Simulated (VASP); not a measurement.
Wanted: the native input for a VASP 6.6.1 run.

* Task: relaxation of shape and atoms at fixed volume
* Functional: LDA
* Potentials or basis: VASP PAW LDA potentials, release 64 (Sn_d, Se)
* Cutoff: 600 eV
* k mesh: 4 × 8 × 8
* Occupations: gaussian, width 0.03 eV
* Spin: no spin polarisation
* Further INCAR settings: ALGO = Normal; EDIFF = 1e-07; IBRION = 2; EDIFFG = -0.01; NSW = 40; ISIF = 4

The structure of SnSe lies in POSCAR:

```
SnSe                                    
1.0
   11.5352443744      0.0000000000      0.0000000000
    0.0000000000      4.1981192635     -0.0000000000
    0.0000000000     -0.0000000000      4.4022658191
  Sn              Se            
     4     4
Direct
     0.1170280971248635    0.2500000000000000    0.0923359957896487
     0.3829719028751365    0.7500000000000000    0.5923359957896486
     0.6170280971248636    0.2500000000000000    0.4076640042103513
     0.8829719028751364    0.7500000000000000    0.9076640042103514
     0.3576942589116968    0.2500000000000000    0.0229218848228403
     0.1423057410883030    0.7500000000000000    0.5229218848228402
     0.8576942589116973    0.2500000000000000    0.4770781151771598
     0.6423057410883027    0.7500000000000000    0.9770781151771598
```

The cell isn't the ideal one: a relaxed cell with its volume scaled by 1.06.

The input as run:

INCAR

```
ALGO = Normal
EDIFF = 1E-7
EDIFFG = -0.01
ENCUT = 600
GGA = CA
IBRION = 2
ISIF = 4
ISMEAR = 0
KPAR = 2
LASPH = T
LCHARG = F
LREAL = F
LWAVE = F
NELM = 80
NSW = 40
PREC = Accurate
SIGMA = 0.03
```

KPOINTS

```
k-points
0
Gamma
  4 8 8
```

Potentials or basis: VASP PAW LDA potentials, release 64 (Sn_d, Se).

Command:

```bash
$ cat potpaw_LDA.64/Sn_d/POTCAR potpaw_LDA.64/Se/POTCAR > POTCAR
$ mpirun -np 2 vasp_std > vasp.out
```

It gave:

```json
{
 "Energy gained by relaxing": "5.8 meV/atom",
 "Ionic steps": "19",
 "Pressure after relaxing": "-1.9 GPa",
 "Largest force after relaxing": "0.006 eV/Å",
 "Band gap on the k mesh": "0.64 eV, indirect (least direct gap 0.84 eV)"
}
```

Caveat: spin-orbit coupling is left out, which moves the levels of the heavy elements.

Wall time 37 min on 2 MPI ranks on Intel(R) Xeon(R) 6975P-C (Granite Rapids), with other jobs on the host, peak memory 0.8 GiB a rank.
